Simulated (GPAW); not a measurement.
HgSe, 2 atoms in the cell. The structure is cubic, space group F-43m (No. 216). The conventional cell has a = 6.078 Å, b = 6.078 Å, c = 6.078 Å, α = 90.00°, β = 90.00°, γ = 90.00°. Hg (site symmetry -43m) has 4 Se at 2.63 Å as nearest neighbours. Around Se (site symmetry -43m) lie 4 Hg at 2.63 Å. 

* Program: GPAW 26.7.0
* Task: band structure
* Functional: PBE
* Potentials or basis: GPAW PAW data sets (gpaw-data 1.2.1)
* Cutoff: 600 eV
* Basis: pw
* k mesh: 6 × 6 × 6
* Occupations: fermi-dirac, width 0.05 eV
* Spin: spin-orbit coupling, no magnetisation
* Maxiter: 150
* Band path: GXWKGLUWLK,UX
* Band points: 100
* spin axis theta (degrees): 0
* spin axis phi (degrees): 0
* Soc after scf: second variation

Potentials or basis: GPAW PAW data sets (gpaw-data 1.2.1), pw.

The run is started by

```bash
$ OMP_NUM_THREADS=1 python run.py
```

Hardware: 1 thread of Arm Neoverse V2, on a shared host.

**Question.** How long does it take, and how much memory?

**Answer.** It took 47 s on 1 thread of Arm Neoverse V2 (shared host), peak memory 0.33 GiB. Counts: scf iterations 15, plane waves 1895, bands 18, k points 16.
